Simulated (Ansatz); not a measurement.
SnO$_{2}$ (Pnnm), a vibration from a frozen displacement

Level of theory: Ansatz, DFT LDA, scalar-relativistic, plane waves, PAW. Cutoff 420 eV, Γ-centred 6×6×8 k-points, Gaussian smearing of 0.05 eV. No spin polarisation. Energies are free energies at this smearing, counted from the undisturbed cell; pressure is positive in compression.

Zero of the scan (relaxed at this level):

```
Sn O
1.0
     4.72127    0.00000    0.00000
     0.00000    4.72425    0.00000
     0.00000    0.00000    3.19002
Sn O
2 4
Direct
  0.50000 0.50000 0.50000
  0.00000 0.00000 0.00000
  0.30557 0.30657 0.00000
  0.80557 0.19343 0.50000
  0.19443 0.80657 0.50000
  0.69443 0.69343 0.00000
```

Every Sn atom is moved by x along the Cartesian unit vector (0.706, -0.708, 0.000); the cell and all other atoms stay fixed. The cell's volume is 71.15 Å³; the moved atoms weigh 237.420 u together and the others 63.996 u. Some rows repeat others by symmetry and weren't run.

```csv
x (Å),ΔE (meV/cell),total force on the moved atoms along the move (eV/Å),pressure (GPa)
-0.5000,5700.05,31.6885,35.6251
-0.4375,3976.56,23.8038,26.0099
-0.3750,2687.39,17.7089,18.3131
-0.3125,1734.60,12.9779,12.2514
-0.2500,1043.70,9.2791,7.5968
-0.1875,558.87,6.3432,4.1652
-0.1250,239.63,3.9452,1.8156
-0.0625,58.62,1.8894,0.4449
0.0000,0.00,0.0000,-0.0052
0.0625,58.62,-1.8894,0.4449
0.1250,239.63,-3.9452,1.8156
0.1875,558.87,-6.3432,4.1652
0.2500,1043.70,-9.2791,7.5968
0.3125,1734.60,-12.9779,12.2514
0.3750,2687.39,-17.7089,18.3131
0.4375,3976.56,-23.8038,26.0099
0.5000,5700.05,-31.6885,35.6251
```

Task: What frequency belongs to this motion?

Result: The force constant is k = −dF/dx = 30.230 eV/Å², from the parabola through x = -0.0625, 0 and 0.0625. In every cell the moved atoms swing against the rest, so the mass is μ = m₁m₂/(m₁ + m₂) = 50.409 u, and ν̃ = 521.5 cm⁻¹ × √(|k|/μ) = 404 cm⁻¹. The pattern needn't be a normal mode: ν̃² is then a weighted mean of the squared nonzero frequencies at the zone centre of this cell, taken without macroscopic field, so it lies between the lowest and the highest of them.

Task: How far does the harmonic law reach?

Result: At x = -0.500 Å, kx²/2 = 3778.78 meV against the computed 5700.05 meV (+50.8 %): the well stiffens in this direction at large amplitude.

Task: The pressure changes with x². What does that say about the frequency under compression?

Result: With E = k(V)x²/2, k ∝ V^(−2γ) and x scaling with the cell as V^(1/3), P − P0 = −∂E/∂V = (2γ − 2/3) ΔE/V. At x = 0.1250 Å, V(P − P0) = 71.15 × 1.82079 / 160.2 eV = 808.60 meV and ΔE = 239.63 meV, so γ = 1/3 + V(P − P0)/(2ΔE) = 2.02. This is the Grüneisen parameter of the motion under uniform scaling of the cell: shrinking the cell evenly by 1 % in volume raises the frequency by about 2.02 %.

Cost: 9 runs of about 6.1 core-minutes in all, on Intel Xeon Processor @ 2.50GHz (Skylake/Cascade Lake) (shared hosts).